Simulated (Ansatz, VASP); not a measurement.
# H3Os: VASP beside Ansatz

```xyz
4
Lattice="2.8565 0.0000 0.0000 0.0000 2.8565 0.0000 0.0000 0.0000 2.8565" Properties=species:S:1:pos:R:3 pbc="T T T"
H     0.0000    1.4283    1.4283
H     1.4283    0.0000    1.4283
H     1.4283    1.4283    0.0000
Os    0.0000    0.0000    0.0000
```

Alike in both runs: functional PBE; k mesh 6 × 6 × 6; occupations gaussian, width 0.1 eV; no spin polarisation.

Ansatz relaxed the structure, and its values are those at the end. VASP's run is a single point on that final structure, the one shown.

|  | VASP | Ansatz |
| --- | --- | --- |
| version | VASP 6.6.1 | Ansatz 0.2.0 |
| potentials or method | VASP PAW PBE potentials, release 64 (H, Os) | scalar-relativistic, plane waves, PAW |
| plane-wave cutoff (eV) | 520 | 420 |
| valence electrons in the cell | 11 | 19 |

Ansatz gave:

| Item | Value |
| --- | --- |
| gap on the k mesh at the Fermi level (eV) | none |
| pressure (GPa) | -0.1 |

**Question.** Which values does VASP return?

**Answer.** gap on the k mesh at the Fermi level (eV): none; pressure (GPa): 0.4.

A gap of «none» marks a metal or a gap that the smearing closes. The two sets of potentials don't hold the same shells in valence.

Caveats: the k mesh is coarse (spacing up to 0.37 Å⁻¹), so the values aren't converged. Spin-orbit coupling is left out, which matters for the levels of Os.
